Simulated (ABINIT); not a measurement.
# KTaO3 (Pm-3m) in ABINIT: notebook, part 2 of 2

ABINIT 10.8.3 (patched build). The steps go on from the part before.

## (3) Relaxation of cell and atoms, PBE

Contents of run.abi:

```
pp_dirpath "./"
pseudos "Ta.upf, K.upf, O.upf"

acell 7.5367947028 7.5367947028 7.5367947028
rprim
     1.0000000000     0.0000000000     0.0000000000
     0.0000000000     1.0000000000     0.0000000000
     0.0000000000     0.0000000000     1.0000000000
ntypat 3
znucl 73 19 8
natom 5
typat 1 2 3 3 3
chkprim 0
chksymtnons 0
tolsym 1.0e-6
xred
            0.0            0.0            0.0
            1/2            1/2            1/2
            0.0            0.0            1/2
            0.0            1/2            0.0
            1/2            0.0            0.0

ecut 42.0
ecutsm 0.5

kptopt 1
ngkpt 5 5 5
nshiftk 1
shiftk 0.0 0.0 0.0

ixc 11

nband 24
occopt 3
tsmear 0.05 eV

nstep 80
tolvrs 1.0e-12

iomode 3
prteig 0
prtebands 0
prtwf 0
prtden 0

ionmov 2
optcell 2
ntime 50
tolmxf 2.0e-5
dilatmx 1.08
```

Potentials or basis: PseudoDojo NC SR PBE v0.4.1 standard.

Launch:

```sh
$ mpirun --bind-to none -np 4 abinit run.abi > log 2>&1
```

run.abo:

```text
.Version 10.8.3 of ABINIT
 Symmetries : space group Pm -3 m (#221); Bravais cP (primitive cubic)
================================================================================
 Values of the parameters that define the memory need of the present run
     intxc =       0    ionmov =       2      iscf =       7    lmnmax =       8
     lnmax =       8     mgfft =      48  mpssoang =       4    mqgrid =    3001
     natom =       5  nloc_mem =       1    nspden =       1   nspinor =       1
    nsppol =       1      nsym =      48    n1xccc =    2501    ntypat =       3
    occopt =       3   xclevel =       2
       mpw =        7024          nfft =      110592          nkpt =          10
================================================================================
================================================================================

--------------------------------------------------------------------------------
------------- Echo of variables that govern the present computation ------------
--------------------------------------------------------------------------------
 -outvars: echo values of preprocessed input variables --------
            acell      7.5367947028E+00  7.5367947028E+00  7.5367947028E+00 Bohr
              amu      1.80947900E+02  3.90983000E+01  1.59994000E+01
          chkprim           0
      chksymtnons           0
          dilatmx      1.08000000E+00
             ecut      4.20000000E+01 Hartree
           ecutsm      5.00000000E-01 Hartree
           ionmov           2
              ixc          11
         kptrlatt        5    0    0      0    5    0      0    0    5
          kptrlen      3.76839735E+01
            natom           5
            nband          24
            ngfft          48      48      48
             nkpt          10
            nstep          80
             nsym          48
            ntime          50
           ntypat           3
           occopt           3
          optcell           2
           prtden           0
        prtebands           0
           prteig           0
            prtwf           0
          spgroup         221
           tolmxf      2.00000000E-05
           tolsym      1.00000000E-06
[... 595 lines left out ...]
    5     -0.00000000000000    -0.00000000000000    -0.00000000000000
 frms,max,avg= 0.0000000E+00 0.0000000E+00   0.000E+00  0.000E+00  0.000E+00 e/A
 length scales=  7.592940754155  7.592940754155  7.592940754155 bohr
              =  4.018011208110  4.018011208110  4.018011208110 angstroms
 Fermi (or HOMO) energy (hartree) =   0.23944   Average Vxc (hartree)=  -0.40254
 Eigenvalues (hartree) for nkpt=  10  k points:
 kpt#   1, nband= 24, wtk=  0.00800, kpt=  0.0000  0.0000  0.0000 (reduced coord)
  -2.28775   -1.05509   -1.05509   -1.05509   -0.80393   -0.43909   -0.41368   -0.41368
  -0.19911   -0.19911   -0.19911    0.11113    0.11113    0.11113    0.16262    0.16262
   0.16262    0.17639    0.17639    0.17639    0.28027    0.28027    0.28027    0.43836
      occupation numbers for kpt#   1
   2.00000    2.00000    2.00000    2.00000    2.00000    2.00000    2.00000    2.00000
   2.00000    2.00000    2.00000    2.00000    2.00000    2.00000    2.00000    2.00000
   2.00000    2.00000    2.00000    2.00000    0.00000    0.00000    0.00000    0.00000
 prteigrs : prtvol=0 or 1, do not print more k-points.

--- !EnergyTerms
iteration_state     : {dtset: 1, itime: 4, icycle: 1, }
comment             : Components of total free energy in Hartree
kinetic             :  6.05188047203311E+01
hartree             :  2.87806333835211E+01
xc                  : -3.37960190153818E+01
Ewald energy        : -1.02915557422936E+02
psp_core            :  4.44968275363256E+00
local_psp           : -1.03242831569556E+02
non_local_psp       :  1.18225340631307E+00
internal            : -1.45023033744076E+02
'-kT*entropy'       : -1.82916219180947E-12
total_energy        : -1.45023033744078E+02
total_energy_eV     : -3.94627778577404E+03
band_energy         : -1.41770207403441E+01
...

 Cartesian components of stress tensor (hartree/bohr^3)
  sigma(1 1)= -2.40054098E-08  sigma(3 2)=  0.00000000E+00
  sigma(2 2)= -2.40054098E-08  sigma(3 1)=  0.00000000E+00
  sigma(3 3)= -2.40054098E-08  sigma(2 1)=  0.00000000E+00

-Cartesian components of stress tensor (GPa)         [Pressure=  7.0626E-04 GPa]
- sigma(1 1)= -7.06263539E-04  sigma(3 2)=  0.00000000E+00
- sigma(2 2)= -7.06263539E-04  sigma(3 1)=  0.00000000E+00
- sigma(3 3)= -7.06263539E-04  sigma(2 1)=  0.00000000E+00

== END DATASET(S) ==============================================================
================================================================================

 -outvars: echo values of variables after computation  --------
            acell      7.5929407542E+00  7.5929407542E+00  7.5929407542E+00 Bohr
           etotal     -1.4502303374E+02
            fcart     -0.0000000000E+00 -0.0000000000E+00 -0.0000000000E+00
                      -0.0000000000E+00 -0.0000000000E+00 -0.0000000000E+00
                      -0.0000000000E+00 -0.0000000000E+00 -0.0000000000E+00
                      -0.0000000000E+00 -0.0000000000E+00 -0.0000000000E+00
                      -0.0000000000E+00 -0.0000000000E+00 -0.0000000000E+00
           strten     -2.4005409764E-08 -2.4005409766E-08 -2.4005409769E-08
                       0.0000000000E+00  0.0000000000E+00  0.0000000000E+00
           xangst      0.0000000000E+00  0.0000000000E+00  0.0000000000E+00
                       2.0090056041E+00  2.0090056041E+00  2.0090056041E+00
                       0.0000000000E+00  0.0000000000E+00  2.0090056041E+00
                       0.0000000000E+00  2.0090056041E+00  0.0000000000E+00
                       2.0090056041E+00  0.0000000000E+00  0.0000000000E+00
             xred      0.0000000000E+00  0.0000000000E+00  0.0000000000E+00
                       5.0000000000E-01  5.0000000000E-01  5.0000000000E-01
                       0.0000000000E+00  0.0000000000E+00  5.0000000000E-01
                       0.0000000000E+00  5.0000000000E-01  0.0000000000E+00
                       5.0000000000E-01  0.0000000000E+00  0.0000000000E+00
 Calculation completed.
```

Run time: 89 s. Hardware: 4 MPI ranks of Arm Neoverse V2, shared host; peak memory 0.4 GiB.

Results:

* Free energy: -3946.2778 eV
* Relaxed volume: 12.97 Å³/atom
* Relaxed cell: a = 4.018 Å, b = 4.018 Å, c = 4.018 Å, α = 90.00°, β = 90.00°, γ = 90.00°
* Space group after relaxing (to 0.05 Å): Pm-3m (No. 221)
* Energy gained by relaxing: 3.8 meV/atom
* Ionic steps: 4
* Pressure after relaxing: 0.0 GPa
* Band gap on the k mesh: 2.29 eV, indirect (least direct gap 2.83 eV)

Step by step:
| step | energy change (eV) | largest force (eV/Å) | pressure (GPa) | volume (Å³) |
| --- | --- | --- | --- | --- |
| 1 | 0.0000 | 0.0000 | 4.40 | 63.44 |
| 2 | -0.0162 | 0.0000 | 1.70 | 64.30 |
| 3 | -0.0192 | 0.0000 | 0.05 | 64.85 |
| 4 | -0.0192 | 0.0000 | 0.00 | 64.87 |

Final structure:
```
Ta K O
1.0
     4.01801    0.00000    0.00000
     0.00000    4.01801    0.00000
     0.00000    0.00000    4.01801
Ta K O
1 1 3
Direct
  0.00000 0.00000 0.00000
  0.50000 0.50000 0.50000
  0.00000 0.00000 0.50000
  0.00000 0.50000 0.00000
  0.50000 0.00000 0.00000
```

Caveat: spin-orbit coupling is left out, which moves the levels of the heavy elements; an odd mesh through Γ misses points on the zone boundary, where band edges often lie.
